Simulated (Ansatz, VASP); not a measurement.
**TaN in VASP and in Ansatz**

```xyz
2
Lattice="2.9380 0.0000 0.0000 -1.4690 2.5444 0.0000 0.0000 0.0000 2.8830" Properties=species:S:1:pos:R:3 pbc="T T T"
Ta    0.0000    1.6454    1.3983
N     0.0000    0.0509    0.0432
```

Change from the starting cell: shortest bond scaled by 0.94, LAPW.

Alike in both runs: task single point; functional PBE; k mesh 9 × 9 × 8; occupations fermi-dirac, width 0.03 eV; no spin polarisation.

```csv
,VASP,Ansatz
version,VASP 6.6.1,Ansatz 0.2.0
potentials or method,"VASP PAW PBE potentials, release 64 (Ta_pv, N), cutoff 520 eV","all-electron LAPW, scalar-relativistic"
```

Ansatz gave:

- pressure (GPa): 7.9
- largest component of the traceless stress (GPa): 3.52
- rms of the force components (eV/Å): 1.113

What did VASP give for the same quantities?

Pressure (GPa): 8.5; largest component of the traceless stress (GPa): 3.69; rms of the force components (eV/Å): 1.129.

Atom by atom the forces differ by 0.017 eV/Å (rms over components). Ansatz ran all-electron here, so the differences hold the error of VASP's frozen core and of both bases.

Caveats: forces of over 1 eV/Å show positions far from the minimum, so gaps and moduli don't describe the material at rest. Spin-orbit coupling is left out, which matters for the levels of Ta.
